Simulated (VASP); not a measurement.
ZnS in VASP 6.6.1, single-point calculation

INCAR

```
SIGMA = 0.02
LCHARG = .FALSE.
LWAVE = .FALSE.
ENCUT = 520
GGA = PE
IBRION = -1
NBANDS = 16
LREAL = .FALSE.
ISMEAR = -1
LASPH = .TRUE.
PREC = Medium
NELM = 120
EDIFF = 1E-7
NSW = 0
ISIF = 2
```

KPOINTS

```
KPOINTS created by Atomic Simulation Environment
0
Gamma
8 8 8
0 0 0
```

POSCAR

```
Zn S
 1.0000000000000000
     0.0000000000000000    2.6940858314999998    2.6132632565999998
     2.6940858314999998    0.0000000000000000    2.6132632565999998
     2.6940858314999998    2.6940858314999998    0.0000000000000000
 Zn  S
   1   1
Cartesian
  0.0000000000000000  0.0000000000000000  0.0000000000000000
  1.3470429157499997  1.3470429157499997  1.3066316282999997
```

The recommended PBE PAW datasets give the neutral cell 18 valence electrons.

Command

```
mpirun -np 1 vasp_std
```

How does this run end, and what does it give?

It converged. Results: gap between bands v and c on the k mesh 2.22 eV; least direct gap on the k mesh 2.22 eV; pressure 5.1 GPa. Band v is the last that the valence electrons fill when counted band by band, and c is the next.

OSZICAR

```
N       E                     dE             d eps       ncg     rms          rms(c)
DAV:   1     0.896531088269E+02    0.89653E+02   -0.89229E+03  1896   0.136E+03
DAV:   2    -0.140606958947E+01   -0.91059E+02   -0.85048E+02  2192   0.263E+02
DAV:   3    -0.718485449619E+01   -0.57788E+01   -0.57566E+01  2352   0.650E+01
DAV:   4    -0.724336356332E+01   -0.58509E-01   -0.58499E-01  2336   0.674E+00
DAV:   5    -0.724403531772E+01   -0.67175E-03   -0.67174E-03  2400   0.692E-01    0.741E+00
DAV:   6    -0.683616290318E+01    0.40787E+00   -0.73938E-01  2808   0.307E+01    0.574E+00
DAV:   7    -0.681420025788E+01    0.21963E-01   -0.26428E-01  2288   0.474E+00    0.287E+00
DAV:   8    -0.681343926651E+01    0.76099E-03   -0.55375E-03  2520   0.102E+00    0.758E-01
DAV:   9    -0.681361980988E+01   -0.18054E-03   -0.13541E-03  2320   0.288E-01    0.925E-02
DAV:  10    -0.681377229872E+01   -0.15249E-03   -0.20050E-04  2336   0.103E-01    0.315E-02
DAV:  11    -0.681377305513E+01   -0.75641E-06   -0.29533E-05  2288   0.411E-02    0.768E-03
DAV:  12    -0.681377368429E+01   -0.62917E-06   -0.35876E-06  2424   0.123E-02    0.224E-03
DAV:  13    -0.681377385670E+01   -0.17240E-06   -0.33056E-07  2400   0.487E-03    0.231E-03
DAV:  14    -0.681377379961E+01    0.57092E-07   -0.33289E-08  1840   0.150E-03
   1 F= -.68137738E+01 E0= -.68137738E+01  d E =-.968356E-12
```

For comparison, a separate PBE run of the intended cell, on usual settings and not on those above, gives a gap of 2.22 eV on its mesh and a pressure of 5.0 GPa.
